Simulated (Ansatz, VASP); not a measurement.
## Two plane-wave programs on W

```
W
1.0
     0.00000    2.03000    2.03000
     2.03000    0.00000    2.03000
     2.03000    2.03000    0.00000
W
1
Direct
  0.00000 0.00000 0.00000
```

This isn't the form of W at room conditions, which is bcc.

Alike in both runs: task single point; functional LDA; k mesh 3 × 3 × 3; occupations fermi-dirac, width 0.15 eV; no spin polarisation.

|  | VASP | Ansatz |
| --- | --- | --- |
| version | VASP 6.6.1 | Ansatz 0.2.0 |
| potentials or method | VASP PAW LDA potentials, release 64 (W_sv) | plane waves, PAW |
| plane-wave cutoff (eV) | 520 | 450 |
| valence electrons in the cell | 14 | 14 |

|  | VASP | Ansatz | Ansatz less VASP |
| --- | --- | --- | --- |
| pressure (GPa) | -9.4 | -10.9 | -1.49 |

Caveats: the k mesh is coarse (spacing up to 0.89 Å⁻¹), so the values aren't converged. The runs have no spin-orbit coupling, so splittings on W are missing.
